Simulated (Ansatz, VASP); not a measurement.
# One calculation of Cu, two programs

```
Cu
1.0
     0.00000    1.75932    1.75932
     1.75932    0.00000    1.75932
     1.75932    1.75932    0.00000
Cu
1
Direct
  0.00000 0.00000 0.00000
```

Alike in both runs: functional LDA; k mesh 20 × 20 × 20; occupations gaussian, width 0.1 eV; no spin polarisation.

Ansatz relaxed the structure, and its values are those at the end. VASP's run is a single point on that final structure, the one shown.

|  | VASP | Ansatz |
| --- | --- | --- |
| version | VASP 6.6.1 | Ansatz 0.2.0 |
| potentials or method | VASP PAW LDA potentials, release 64 (Cu) | scalar-relativistic, plane waves, PAW |
| plane-wave cutoff (eV) | 520 | 420 |
| valence electrons in the cell | 11 | 19 |

Ansatz gave:

```
gap on the k mesh at the Fermi level (eV) : none
pressure (GPa)                            : 0.0
```

Problem. Estimate VASP's values.

Solution. gap on the k mesh at the Fermi level (eV): none; pressure (GPa): 0.8.

A gap of «none» marks a metal or a gap that the smearing closes. The two sets of potentials don't hold the same shells in valence.
